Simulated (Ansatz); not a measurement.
Crystal: CdO (Monteponite).

```
CELL_PARAMETERS angstrom
0.00000 2.34950 2.34950
2.34950 0.00000 2.34950
2.34950 2.34950 0.00000
ATOMIC_POSITIONS crystal
Cd 0.00000 0.00000 0.00000
O 0.50000 0.50000 0.50000
```

| Quantity | Value |
| --- | --- |
| Program | Ansatz 0.2.0 |
| Task | relaxation of cell and atoms |
| Functional | HF |
| Potentials or basis | Ansatz PAW |
| Cutoff | 420 eV (not typed: the program's choice for these potentials) |
| k mesh | 5 × 5 × 5 |
| Occupations | fermi-dirac, width 0.05 eV |
| Spin | no spin polarisation |

At the start: volume 12.97 Å³/atom.

Q: How do energy, volume and symmetry change on relaxing?

A: It ends after 4 steps and the volume is 13.30 Å³/atom (+2.5 %); space group Fm-3m (No. 225, to 0.05 Å).

The path:
```
step  energy change (eV)  largest force (eV/Å)  volume (Å³)
   1              0.0000                0.0000        25.94
   2              0.0005                0.0000        26.79
   3             -0.0019                0.0000        26.60
   4             -0.0073                0.0000        26.60
```

Final structure:
```xyz
2
Lattice="0.0000 2.3692 2.3692 2.3692 0.0000 2.3692 2.3692 2.3692 0.0000" Properties=species:S:1:pos:R:3 pbc="T T T"
Cd    0.0000    0.0000    0.0000
O     2.3692    2.3692    2.3692
```

Caveat: the k mesh is coarse (spacing up to 0.46 Å⁻¹), so the values aren't converged, least of all with exact exchange; the plane-wave basis is chosen anew once the cell has moved, so the energies of steps on either side of that aren't comparable; the pressure holds a Pulay correction of +1.4 GPa for the finite cutoff; the PAW data sets come from PBE, with cores solved anew for the run's functional, which leaves a small shift of forces and pressure.
